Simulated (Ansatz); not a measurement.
Ge:

```
CELL_PARAMETERS angstrom
0.00000 2.82891 2.82891
2.82891 0.00000 2.82891
2.82891 2.82891 0.00000
ATOMIC_POSITIONS crystal
Ge 0.75000 0.75000 0.75000
Ge 0.50000 0.50000 0.50000
```

A run of Ansatz 0.2.0 on this cell left the log below. Logs are shortened: lines on timing, memory, paths and dates and some standing lists are left out, and cuts for length are marked.

```text
Warning: RAYON_NUM_THREADS=1 ignored (pool sized by the plan → 1); use --threads N
The last accepted step is kept in <dir> (removed where the run ends without a failure and the disk answers)
LAPW: plane waves up to 9.469 Å⁻¹, error target 1.0e-3 eV per atom; small_component_spin mean_spin; Ge in spheres of 1.188 Å, 22 of its electrons in bands, Dirac shells [] (how accurate: hamiltonian.pseudopotentials.lapw.basis_error, Limitations)
Engine: ansatz 0.2.0, aarch64-unknown-linux-gnu
Pseudopotentials: kind: all_electron
Pseudopotential: Ge, LAPW, valence charge 22, lapw/all_electron/scalar/gaussian/Ge, Koelling and Harmon's equation, gaussian nucleus
Functional definition: PBEsol
  exchange = pbesol_x
  correlation = pbesol_c
Crystal: 2 atoms, lattice volume = 45.278 Å³
Basis set: ecut = 341.61675713417344 eV, 645 PW (Γ), exchange–correlation at level 2
Bands: 27, of which v1, the nominal top of the filled ones, is band 22 counted from 1 (21 counted from 0)
Symmetry: 48 space group operations
Space group: Fd-3m (ITA 227), of the structure as read, at distance tolerance 3.6e-5 Å
k-points: 29 of 512
Non-local potential: Ge, projectors of the file, none
Initial density: superposition of atomic densities (chi_scale 0.1, normalization cell)
Initial wavefunctions: plane waves of lowest kinetic energy (no species holds an atomic orbital)
Functional: x = pbesol(κ = 0.804, μ = 0.12345679012345678), c = pbesol(β = 0.046)
iter 1 solved again at ethr=9.32e-4 eV; its pass at ethr=1.00e-1 eV (dr2=4.10e-1 eV) is discarded
SCF iter   1: F=—  HF=-114149.783966 eV  |F-HF|=—  |Δ(HF+E_count)|=         —  Δρ=2.93e-2  dr2=4.13e-1  ethr=9.32e-4  ⟨swp⟩=2.1  Hψ=4834  notcnv=0
preconditioner: auto → none  [insulator: Δε(μ)=0.215 eV  Ē_g=24.226 eV  σ=0.050 eV  W_gap=0.60  n_scr=14 (ndim 8)  ℏωp=29.2 eV  f_vac=0.088  D(μ)=0.07/eV (n_scr^D=0)  ε∞_Penn≈2.5]
SCF iter   2: F=—  HF=-114149.683768 eV  |F-HF|=—  |Δ(HF+E_count)|=   1.00e-1  Δρ=1.28e-2  dr2=7.36e-2  ethr=9.32e-4  ⟨swp⟩=2.0  Hψ=2320  notcnv=0
iter 3 solved again at ethr=8.41e-7 eV; its pass at ethr=1.67e-4 eV (dr2=3.70e-4 eV) is discarded
SCF iter   3: F=—  HF=-114149.670732 eV  |F-HF|=—  |Δ(HF+E_count)|=   1.30e-2  Δρ=1.24e-3  dr2=3.74e-4  ethr=8.41e-7  ⟨swp⟩=2.7  Hψ=3964  notcnv=0
[... 31 lines left out ...]
preconditioner: auto → none  [metal: Δε(μ)=0.099 eV  Ē_g=24.271 eV  σ=0.050 eV  W_gap=0.38  n_scr=14 (ndim 8)  ℏωp=29.1 eV  f_vac=0.181  D(μ)=0.11/eV (n_scr^D=0)]
SCF iter   2: F=-114149.667584 eV  HF=-114149.667584 eV  |F-HF|=2.62e-10  |Δ(HF+E_count)|=   2.08e-9  Δρ=9.20e-7  dr2=4.03e-10  ethr=2.70e-12 (applied; sched 2.68e-12)  ⟨swp⟩=3.0  Hψ=2239  notcnv=0
SCF 4 converged in 2 iterations: F = -114149.667584 eV  dr2 = 4.03e-10
relax step   4: F+E_penalty+E_count = -114149.66758405 eV  Δ(F+E_penalty+E_count) = +2.101e-7 eV  max|allowed force component| = 6.577e-18 eV/Å  Δτ_max = 0.0000 Å  P = +0.001 GPa  Ω = 45.719 Å³  stress off target by 1.07e-3 GPa  SCF on the basis re-selected at this cell (its energy is not comparable with the rows above)  (2 SCF iters)
basis re-selected at this cell: Δ(F+E_penalty+E_count) = +2.101e-7 eV, ΔP = +0.000 GPa vs the last step (what re-selecting the basis moved, after the strain that the cell walked since its last selection, with what the two solves' SCF thresholds leave and, on support functions, any second-order correction that the steps lacked; it is no measure of the basis error at this ecutwfc). This SCF's stress stands 1.07e-3 GPa from its target on what of the cell is left free (relax.cell.stress_tol is 5.00e-2 GPa) and its largest allowed force component is 6.58e-18 eV/Å (relax.f_tol is 5.00e-3 eV/Å): within both
SCF converged after 2 iterations
Free energy (F): -114149.667584 eV
Harris-Foulkes:  -114149.667584 eV  (|F-HF|=2.62e-10)
Internal energy: -114149.666644 eV  (E = F + TS)
E sigma→0 (E₀):  -114149.667114 eV
Entropy (-TS):   -0.000940 eV (-0.470 meV/atom)
Fermi energy:    9.713606 eV
--- Per-component energies (eV) ---
  E_band       = -2092.831225
  E_kinetic    = 116531.296639
  E_xc         = -4256.050762
  E_electrostatic = -226424.912520  (all electrons and nuclei)
  E_smearing   = -0.000940  (= −TS)
  E_closure    = 0.000000  (closes the sum)
  E_atoms      = -114139.838039  (free atoms, spherical and without spin; not in F)
  Σ components = -114149.667584   (vs F -114149.667584, Δ=0.00e0)
  Basis errors (estimates in eV, not in F): energy 4.3e-4 per atom: plane waves 3.9e-4 (2.3e-4 summed), levels above the bands 1.6e-56, relativity 1.3e-8, radial functions 4.2e-5, core shells 6.8e-11; eigenvalues (radial functions only) 2.3e-7; not estimated: angular momenta, meshes, grids; target (lapw.basis_error) 1.0e-3; muffin-tin radii Ge 1.192 Å
--- Forces (eV/Å), atoms counted from 1 ---
  atom   1  Ge     0.00000000    -0.00000000     0.00000000
  atom   2  Ge    -0.00000000     0.00000000    -0.00000000
  max |Σ_I F_I| component: 5.78e-19 eV/Å
--- Stress (GPa, compression-positive) ---
        0.001067       0.000000      -0.000000
        0.000000       0.001067      -0.000000
       -0.000000      -0.000000       0.001067
  P = ⅓ Tr σ = 0.0011 GPa (0.011 kbar)
--- Relaxed structure (3 steps of the walk, 3 accepted, 1 SCFs on fresh bases) ---
  F+E_penalty+E_count = -114149.66758405 eV   max|allowed force component| = 6.577e-18 eV/Å   (the final SCF, on the basis selected at the relaxed cell)
  cell:  # Å, volume = 45.7191 Å³
    - [8.47105600468892e-34, 2.838065490001045, 2.838065490001045]
    - [2.838065490001045, 4.394758378372446e-34, 2.838065490001045]
    - [2.838065490001045, 2.838065490001045, 6.369215041119488e-34]
  atoms:
    - { symbol: Ge, position: [0.75, 0.75, 0.75] }
    - { symbol: Ge, position: [0.49999999999999994, 0.49999999999999994, 0.49999999999999994] }
```

Write the input and the command behind it.

Relaxation of cell and atoms with PBEsol, no spin polarisation. The files as run (others can give the same):

input.yaml
```yaml
crystal:
  lattice:
    - [0.0, 2.82891, 2.82891]
    - [2.82891, 0.0, 2.82891]
    - [2.82891, 2.82891, 0.0]
  atoms:
    - { symbol: Ge, position: [0.75, 0.75, 0.75] }
    - { symbol: Ge, position: [0.5, 0.5, 0.5] }
kpoints:
  mp_grid: { grid: [8, 8, 8] }
scf:
  occupations: { method: fermi_dirac, width: 0.05 }
hamiltonian:
  xc: pbesol
  pseudopotentials: { kind: all_electron, lapw: { basis_error: 0.001 } }
output:
  forces: true
  stress: true
relax:
  f_tol: 0.005
  max_steps: 60
  cell: {}
```

Potentials or basis: all-electron LAPW, scalar-relativistic.
Run with:
```console
$ ansatz run input.yaml --threads 1 --pin off --max-ram 3072MiB --backend cpu --events-out ev --progress --plain --runs-dir out
```
